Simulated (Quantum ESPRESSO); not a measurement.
# TePb (Pm-3m) in Quantum ESPRESSO: reference runs

Reference runs on TePb: the cell as given and a disturbed copy.

Everything below comes from runs of Quantum ESPRESSO 7.5. Logs are shortened: lines on timing, memory, paths and dates and some standing lists are left out, and cuts for length are marked.

### Step 1. The structure

The structure is cubic, space group Pm-3m (No. 221). The conventional cell has a = 4.002 Å, b = 4.002 Å, c = 4.002 Å, α = 90.00°, β = 90.00°, γ = 90.00°. Pb (site symmetry m-3m) is surrounded by 8 Te at 3.47 Å. Te (site symmetry m-3m) has 8 Pb at 3.47 Å as nearest neighbours.

Measurements of this composition are mostly on another form, of space group No. 225.

### Step 2. Single point, PBE

File pw.in:

```
&CONTROL
  calculation = 'scf'
  prefix = 'pwscf'
  outdir = './tmp'
  pseudo_dir = './pseudo'
  tprnfor = .true.
  tstress = .true.
  disk_io = 'low'
/
&SYSTEM
  ibrav = 0
  nat = 2
  ntyp = 2
  ecutwfc = 55
  ecutrho = 440
  nbnd = 16
  occupations = 'smearing'
  smearing = 'fd'
  degauss = 0.00367493
/
&ELECTRONS
  conv_thr = 4d-10
  electron_maxstep = 120
  mixing_beta = 0.5
/
ATOMIC_SPECIES
Pb   207.2000 Pb.pbe-dn-kjpaw_psl.0.2.2.UPF
Te   127.6000 Te_pbe_v1.uspp.F.UPF
CELL_PARAMETERS angstrom
   4.0022870000    0.0000000000    0.0000000000
   0.0000000000    4.0022870000    0.0000000000
   0.0000000000    0.0000000000    4.0022870000
ATOMIC_POSITIONS crystal
Pb     0.0000000000    0.0000000000    0.0000000000
Te     0.5000000000    0.5000000000    0.5000000000
K_POINTS automatic
7 7 7 0 0 0
```

File pp_density.in:

```
&INPUTPP
  prefix = 'pwscf'
  outdir = './tmp'
  filplot = 'density.dat'
  plot_num = 0
/
&PLOT
  nfile = 1
  filepp(1) = 'density.dat'
  iflag = 3
  output_format = 6
  fileout = 'density.cube'
/
```

File pp_potential.in:

```
&INPUTPP
  prefix = 'pwscf'
  outdir = './tmp'
  filplot = 'potential.dat'
  plot_num = 11
/
&PLOT
  nfile = 1
  filepp(1) = 'potential.dat'
  iflag = 3
  output_format = 6
  fileout = 'potential.cube'
/
```

Potentials or basis: SSSP 1.3 efficiency PBE.

Started as:

```sh
OMP_NUM_THREADS=1 pw.x -in pw.in > pw.out
OMP_NUM_THREADS=1 pp.x -in pp_density.in > pp_density.out
OMP_NUM_THREADS=1 pp.x -in pp_potential.in > pp_potential.out
```

pw.out:

```text
This program is part of the open-source Quantum ESPRESSO suite
     for quantum simulation of materials; please cite
         "P. Giannozzi et al., J. Phys.:Condens. Matter 21 395502 (2009);
         "P. Giannozzi et al., J. Phys.:Condens. Matter 29 465901 (2017);
         "P. Giannozzi et al., J. Chem. Phys. 152 154105 (2020);
     in publications or presentations arising from this work. More details at

     file Pb.pbe-dn-kjpaw_psl.0.2.2.UPF: wavefunction(s)  6S renormalized
     Message from routine setup:
     using ibrav=0 with symmetry is DISCOURAGED, use correct ibrav instead

     G-vector sticks info
     --------------------
     sticks:   dense  smooth     PW     G-vecs:    dense   smooth      PW
     Sum        2009     997    293                67451    23847    3791

     Using Slab Decomposition

     bravais-lattice index     =            0
     lattice parameter (alat)  =       7.5632  a.u.
     unit-cell volume          =     432.6346 (a.u.)^3
     number of atoms/cell      =            2
     number of atomic types    =            2
     number of electrons       =        20.00
     number of Kohn-Sham states=           16
     kinetic-energy cutoff     =      55.0000  Ry
     charge density cutoff     =     440.0000  Ry
     scf convergence threshold =      4.0E-10
     mixing beta               =       0.5000
     number of iterations used =            8  plain     mixing
     Exchange-correlation= SLA  PW   PBE  PBE
                           (   1   4   3   4   0   0   0)

     celldm(1)=   7.563226  celldm(2)=   0.000000  celldm(3)=   0.000000
     celldm(4)=   0.000000  celldm(5)=   0.000000  celldm(6)=   0.000000

     crystal axes: (cart. coord. in units of alat)
               a(1) = (   1.000000   0.000000   0.000000 )
               a(2) = (   0.000000   1.000000   0.000000 )
               a(3) = (   0.000000   0.000000   1.000000 )

     reciprocal axes: (cart. coord. in units 2 pi/alat)
               b(1) = (  1.000000  0.000000  0.000000 )
               b(2) = (  0.000000  1.000000  0.000000 )
               b(3) = (  0.000000  0.000000  1.000000 )

     PseudoPot. # 1 for Pb read from file:
     Pb.pbe-dn-kjpaw_psl.0.2.2.UPF
     Pseudo is Projector augmented-wave + core cor, Zval = 14.0
     Generated using "atomic" code by A. Dal Corso  v.5.0.99 svn rev. 10869
     Shape of augmentation charge: PSQ
     Using radial grid of 1281 points,  6 beta functions with:
                l(1) =   0
                l(2) =   0
                l(3) =   1
                l(4) =   1
                l(5) =   2
                l(6) =   2
     Q(r) pseudized with 0 coefficients

     PseudoPot. # 2 for Te read from file:
     Te_pbe_v1.uspp.F.UPF
     Pseudo is Ultrasoft + core correction, Zval =  6.0
     Generated by new atomic code, or converted to UPF format
     Using radial grid of  891 points,  5 beta functions with:
                l(1) =   0
                l(2) =   0
                l(3) =   1
                l(4) =   1
                l(5) =   2
     Q(r) pseudized with  6 coefficients,  rinner =    1.800   1.800   1.800
                                                       1.800   1.800

     atomic species   valence    mass     pseudopotential
     Pb               14.00   207.20000     Pb( 1.00)
     Te                6.00   127.60000     Te( 1.00)

     48 Sym. Ops., with inversion, found

   Cartesian axes

     site n.     atom                  positions (alat units)
         1        Pb     tau(   1) = (   0.0000000   0.0000000   0.0000000  )
         2        Te     tau(   2) = (   0.5000000   0.5000000   0.5000000  )

     number of k points=    20  Fermi-Dirac smearing, width (Ry)=  0.0037
                       cart. coord. in units 2pi/alat
        k(    1) = (   0.0000000   0.0000000   0.0000000), wk =   0.0058309
        k(    2) = (   0.0000000   0.0000000   0.1428571), wk =   0.0349854
        k(    3) = (   0.0000000   0.0000000   0.2857143), wk =   0.0349854
        k(    4) = (   0.0000000   0.0000000   0.4285714), wk =   0.0349854
        k(    5) = (   0.0000000   0.1428571   0.1428571), wk =   0.0699708
        k(    6) = (   0.0000000   0.1428571   0.2857143), wk =   0.1399417
[... 12 lines left out ...]
        k(   19) = (   0.2857143   0.4285714   0.4285714), wk =   0.1399417
        k(   20) = (   0.4285714   0.4285714   0.4285714), wk =   0.0466472

     Dense  grid:    67451 G-vectors     FFT dimensions: (  54,  54,  54)

     Smooth grid:    23847 G-vectors     FFT dimensions: (  36,  36,  36)

     Initial potential from superposition of free atoms

     starting charge      19.9974, renormalised to      20.0000
     Starting wfcs are   13 randomized atomic wfcs +    3 random wfcs

     Self-consistent Calculation

     iteration #  1     ecut=    55.00 Ry     beta= 0.50
     Davidson diagonalization with overlap
     ethr =  1.00E-02,  avg # of iterations =  5.2

     Threshold (ethr) on eigenvalues was too large:
     Diagonalizing with lowered threshold

     Davidson diagonalization with overlap
     ethr =  2.92E-04,  avg # of iterations =  5.6

     total energy              =    -897.06088134 Ry
     estimated scf accuracy    <       0.05761416 Ry

     iteration #  2     ecut=    55.00 Ry     beta= 0.50
     Davidson diagonalization with overlap
     ethr =  2.88E-04,  avg # of iterations =  2.1

     total energy              =    -897.07556999 Ry
     estimated scf accuracy    <       0.01685726 Ry

     iteration #  3     ecut=    55.00 Ry     beta= 0.50
     Davidson diagonalization with overlap
     ethr =  8.43E-05,  avg # of iterations =  3.6

     total energy              =    -897.08019919 Ry
     estimated scf accuracy    <       0.00091126 Ry

     iteration #  4     ecut=    55.00 Ry     beta= 0.50
     Davidson diagonalization with overlap
     c_bands:  1 eigenvalues not converged
     ethr =  4.56E-06,  avg # of iterations =  7.7

     total energy              =    -897.08125392 Ry
     estimated scf accuracy    <       0.00031195 Ry

     iteration #  5     ecut=    55.00 Ry     beta= 0.50
     Davidson diagonalization with overlap
     ethr =  1.56E-06,  avg # of iterations =  3.4

     total energy              =    -897.08127640 Ry
     estimated scf accuracy    <       0.00033852 Ry

     iteration #  6     ecut=    55.00 Ry     beta= 0.50
     Davidson diagonalization with overlap
     ethr =  1.56E-06,  avg # of iterations =  1.8

     total energy              =    -897.08134494 Ry
     estimated scf accuracy    <       0.00001317 Ry

     iteration #  7     ecut=    55.00 Ry     beta= 0.50
     Davidson diagonalization with overlap
     ethr =  6.59E-08,  avg # of iterations =  5.8

     total energy              =    -897.08135514 Ry
     estimated scf accuracy    <       0.00002766 Ry

     iteration #  8     ecut=    55.00 Ry     beta= 0.50
     Davidson diagonalization with overlap
     ethr =  6.59E-08,  avg # of iterations =  1.9

     total energy              =    -897.08135790 Ry
     estimated scf accuracy    <       0.00000122 Ry

     iteration #  9     ecut=    55.00 Ry     beta= 0.50
     Davidson diagonalization with overlap
     ethr =  6.10E-09,  avg # of iterations =  4.7

     total energy              =    -897.08135843 Ry
     estimated scf accuracy    <       0.00000005 Ry

     iteration # 10     ecut=    55.00 Ry     beta= 0.50
     Davidson diagonalization with overlap
     ethr =  2.39E-10,  avg # of iterations =  6.2

     total energy              =    -897.08135842 Ry
     estimated scf accuracy    <       0.00000051 Ry

     iteration # 11     ecut=    55.00 Ry     beta= 0.50
     Davidson diagonalization with overlap
     ethr =  2.39E-10,  avg # of iterations =  2.5

     total energy              =    -897.08135845 Ry
     estimated scf accuracy    <       0.00000004 Ry

     iteration # 12     ecut=    55.00 Ry     beta= 0.50
     Davidson diagonalization with overlap
     ethr =  1.97E-10,  avg # of iterations =  4.5

     total energy              =    -897.08135847 Ry
     estimated scf accuracy    <       0.00000004 Ry

     iteration # 13     ecut=    55.00 Ry     beta= 0.50
     Davidson diagonalization with overlap
     ethr =  1.97E-10,  avg # of iterations =  2.0

     End of self-consistent calculation

          k = 0.0000 0.0000 0.0000 (  2945 PWs)   bands (ev):

    -8.8395  -8.8395  -8.7567  -8.7567  -8.7567  -3.8461   1.5311   6.7658
     6.7658   6.7658  12.2775  12.2775  13.5741  13.5741  13.5741  18.2697

          k = 0.0000 0.0000 0.1429 (  2970 PWs)   bands (ev):

    -8.8388  -8.8265  -8.7614  -8.7614  -8.7562  -3.6846   1.2008   6.6227
     6.9446   6.9446  12.2014  12.4315  13.0491  13.0491  13.5742  18.7304

          k = 0.0000 0.0000 0.2857 (  2982 PWs)   bands (ev):

    -8.8372  -8.7974  -8.7720  -8.7720  -8.7553  -3.2270   0.3446   6.7072
     7.4412   7.4412  10.4309  11.8716  11.8716  12.8785  15.9591  16.8766

          k = 0.0000 0.0000 0.4286 (  2950 PWs)   bands (ev):

    -8.8360  -8.7803  -8.7803  -8.7741  -8.7545  -2.6409  -0.5605   7.3025
     8.0422   8.0422   8.8662  10.8057  10.8057  13.4921  15.5551  19.0777

          k = 0.0000 0.1429 0.1429 (  2973 PWs)   bands (ev):

    -8.8321  -8.8195  -8.7669  -8.7613  -8.7604  -3.5252   0.9945   5.9617
     7.1142   7.5262  11.1200  12.7248  12.8987  13.1458  14.1992  17.4563

          k = 0.0000 0.1429 0.2857 (  2984 PWs)   bands (ev):

    -8.8283  -8.7923  -8.7791  -8.7712  -8.7597  -3.0772   0.3514   5.6811
     7.5799   7.9211   9.6750  11.8467  12.3267  13.7103  16.2069  16.9436

          k = 0.0000 0.1429 0.4286 (  2967 PWs)   bands (ev):

    -8.8268  -8.7889  -8.7794  -8.7691  -8.7588  -2.5157  -0.4278   6.1585
     7.1841   8.1239   9.6931  10.9561  11.2148  14.2292  16.4133  18.1703

          k = 0.0000 0.2857 0.2857 (  2973 PWs)   bands (ev):

    -8.8160  -8.7951  -8.7732  -8.7702  -8.7689  -2.6677   0.2430   4.7477
     6.9982   7.9437   9.8019  11.6693  12.5240  14.9470  16.2036  16.6679

          k = 0.0000 0.2857 0.4286 (  2968 PWs)   bands (ev):

    -8.8113  -8.8077  -8.7774  -8.7682  -8.7527  -2.1956  -0.0847   4.7439
     5.6510   8.3220  10.6583  11.3459  11.8288  15.1678  16.4730  16.6938
[... 26 lines left out ...]
          k = 0.1429 0.2857 0.4286 (  2978 PWs)   bands (ev):

    -8.8058  -8.7980  -8.7842  -8.7738  -8.7516  -2.0980   0.0396   4.8851
     5.6924   7.3669   9.6073  11.1582  12.2050  15.5936  16.1732  17.0327

          k = 0.1429 0.4286 0.4286 (  2998 PWs)   bands (ev):

    -8.8197  -8.7897  -8.7822  -8.7818  -8.7344  -1.8087   0.3722   4.2338
     4.5822   7.7193   9.9995  11.0020  11.5081  15.4283  16.5586  17.3403

          k = 0.2857 0.2857 0.2857 (  2998 PWs)   bands (ev):

    -8.7939  -8.7872  -8.7872  -8.7715  -8.7715  -2.2036   0.3812   5.5158
     5.5158   6.4262   9.8709   9.8709  11.8043  16.3422  17.3377  17.3377

          k = 0.2857 0.2857 0.4286 (  2989 PWs)   bands (ev):

    -8.8035  -8.7971  -8.7861  -8.7707  -8.7470  -1.8562   0.3629   5.0915
     5.5648   6.3038   8.4525  10.1345  11.2432  16.7848  17.8107  17.9169

          k = 0.2857 0.4286 0.4286 (  2986 PWs)   bands (ev):

    -8.8129  -8.7962  -8.7956  -8.7584  -8.7337  -1.6325   0.6871   4.8293
     5.0125   6.4846   8.3288   9.2009   9.9370  17.7742  18.9758  19.4634

          k = 0.4286 0.4286 0.4286 (  2992 PWs)   bands (ev):

    -8.8084  -8.8065  -8.8065  -8.7332  -8.7332  -1.4754   1.0015   5.3970
     5.6834   5.6834   7.6824   7.6824   8.4583  20.1946  20.9007  20.9007

     the Fermi energy is     8.3102 ev

!    total energy              =    -897.08135847 Ry
     estimated scf accuracy    <          3.9E-10 Ry
     smearing contrib. (-TS)   =      -0.00103520 Ry
     internal energy E=F+TS    =    -897.08032327 Ry

     The total energy is F=E-TS. E is the sum of the following terms:
     one-electron contribution =     -38.49175461 Ry
     hartree contribution      =      33.43529687 Ry
     xc contribution           =     -58.74165835 Ry
     ewald contribution        =    -104.84655973 Ry
     one-center paw contrib.   =    -728.43564746 Ry

     convergence has been achieved in  13 iterations

     Forces acting on atoms (cartesian axes, Ry/au):

     atom    1 type  1   force =     0.00000000    0.00000000    0.00000000
     atom    2 type  2   force =     0.00000000    0.00000000    0.00000000

     Total force =     0.000000     Total SCF correction =     0.000000

     Computing stress (Cartesian axis) and pressure

          total   stress  (Ry/bohr**3)                   (kbar)     P=       -1.39
  -0.00000948   0.00000000   0.00000000           -1.39        0.00        0.00
   0.00000000  -0.00000948   0.00000000            0.00       -1.39        0.00
   0.00000000   0.00000000  -0.00000948            0.00        0.00       -1.39

=------------------------------------------------------------------------------=
   JOB DONE.
=------------------------------------------------------------------------------=
```

Run time: 35 s. Hardware: 1 thread of Intel Xeon Platinum 8488C (Sapphire Rapids), shared host; peak memory 0.29 GiB.

Results:

```yaml
Free_energy: -12205.4137 eV
Pressure: -0.1 GPa
Band_gap_on_the_k_mesh: none (metal or under the smearing width)
```

The run has no spin-orbit coupling, so splittings on Pb, Te are missing.

### Step 3. Single point, PBE (atoms moved at random, drawn with an rms of 0.05 Å)

pw.in: that of step 2 with these lines changed.

```diff
@@ -7,3 +7,3 @@
   tstress = .true.
-  disk_io = 'low'
+  disk_io = 'nowf'
 /
@@ -33,4 +33,4 @@
 ATOMIC_POSITIONS crystal
-Pb     0.0000000000    0.0000000000    0.0000000000
-Te     0.5000000000    0.5000000000    0.5000000000
+Pb    -0.0096090000    0.0075940000   -0.0102770000
+Te     0.4833350000    0.4970930000    0.4993410000
 K_POINTS automatic
```

Potentials or basis: SSSP 1.3 efficiency PBE.

Started as:

```sh
OMP_NUM_THREADS=1 pw.x -in pw.in > pw.out
```

pw.out:

```text
This program is part of the open-source Quantum ESPRESSO suite
     for quantum simulation of materials; please cite
         "P. Giannozzi et al., J. Phys.:Condens. Matter 21 395502 (2009);
         "P. Giannozzi et al., J. Phys.:Condens. Matter 29 465901 (2017);
         "P. Giannozzi et al., J. Chem. Phys. 152 154105 (2020);
     in publications or presentations arising from this work. More details at

     file Pb.pbe-dn-kjpaw_psl.0.2.2.UPF: wavefunction(s)  6S renormalized

     G-vector sticks info
     --------------------
     sticks:   dense  smooth     PW     G-vecs:    dense   smooth      PW
     Sum        2009     997    293                67451    23847    3791

     Using Slab Decomposition

     bravais-lattice index     =            0
     lattice parameter (alat)  =       7.5632  a.u.
     unit-cell volume          =     432.6346 (a.u.)^3
     number of atoms/cell      =            2
     number of atomic types    =            2
     number of electrons       =        20.00
     number of Kohn-Sham states=           16
     kinetic-energy cutoff     =      55.0000  Ry
     charge density cutoff     =     440.0000  Ry
     scf convergence threshold =      4.0E-10
     mixing beta               =       0.5000
     number of iterations used =            8  plain     mixing
     Exchange-correlation= SLA  PW   PBE  PBE
                           (   1   4   3   4   0   0   0)

     celldm(1)=   7.563226  celldm(2)=   0.000000  celldm(3)=   0.000000
     celldm(4)=   0.000000  celldm(5)=   0.000000  celldm(6)=   0.000000

     crystal axes: (cart. coord. in units of alat)
[... 46 lines left out ...]
         2        Te     tau(   2) = (   0.4833350   0.4970930   0.4993410  )

     number of k points=   172  Fermi-Dirac smearing, width (Ry)=  0.0037

     Number of k-points >= 100: set verbosity='high' to print them.

     Dense  grid:    67451 G-vectors     FFT dimensions: (  54,  54,  54)

     Smooth grid:    23847 G-vectors     FFT dimensions: (  36,  36,  36)

     Initial potential from superposition of free atoms

     starting charge      19.9974, renormalised to      20.0000
     Starting wfcs are   13 randomized atomic wfcs +    3 random wfcs

     Self-consistent Calculation

     iteration #  1     ecut=    55.00 Ry     beta= 0.50
     Davidson diagonalization with overlap
     ethr =  1.00E-02,  avg # of iterations =  5.1

     Threshold (ethr) on eigenvalues was too large:
     Diagonalizing with lowered threshold

     Davidson diagonalization with overlap
     ethr =  2.91E-04,  avg # of iterations =  5.8

     total energy              =    -897.06123640 Ry
     estimated scf accuracy    <       0.05724709 Ry
[... 102 lines left out ...]
     iteration # 14     ecut=    55.00 Ry     beta= 0.50
     Davidson diagonalization with overlap
     ethr =  1.41E-11,  avg # of iterations =  2.2

     End of self-consistent calculation

     Number of k-points >= 100: set verbosity='high' to print the bands.

     the Fermi energy is     8.3098 ev

!    total energy              =    -897.08144299 Ry
     estimated scf accuracy    <          4.7E-11 Ry
     smearing contrib. (-TS)   =      -0.00101798 Ry
     internal energy E=F+TS    =    -897.08042502 Ry

     The total energy is F=E-TS. E is the sum of the following terms:
     one-electron contribution =     -38.51505101 Ry
     hartree contribution      =      33.44759400 Ry
     xc contribution           =     -58.74251113 Ry
     ewald contribution        =    -104.83480467 Ry
     one-center paw contrib.   =    -728.43565221 Ry

     convergence has been achieved in  14 iterations

     Forces acting on atoms (cartesian axes, Ry/au):

     atom    1 type  1   force =     0.00061414    0.00091321   -0.00083668
     atom    2 type  2   force =    -0.00061414   -0.00091321    0.00083668

     Total force =     0.001955     Total SCF correction =     0.000000

     Computing stress (Cartesian axis) and pressure

          total   stress  (Ry/bohr**3)                   (kbar)     P=       -0.97
  -0.00000674   0.00000096  -0.00000088           -0.99        0.14       -0.13
   0.00000096  -0.00000652  -0.00000130            0.14       -0.96       -0.19
  -0.00000088  -0.00000130  -0.00000659           -0.13       -0.19       -0.97

=------------------------------------------------------------------------------=
   JOB DONE.
=------------------------------------------------------------------------------=
```

It took 2.2 min on 1 thread of Intel Xeon Platinum 8488C (Sapphire Rapids), shared host; peak memory 0.4 GiB.

What came out:

```
Free energy            : -12205.4148 eV
Pressure               : -0.1 GPa
Largest force          : 0.036 eV/Å
Band gap on the k mesh : none (metal or under the smearing width)
```

Forces in eV/Å, atoms in the order of the input:
```
Pb   0.016  0.023 -0.022
Te  -0.016 -0.023  0.022
```
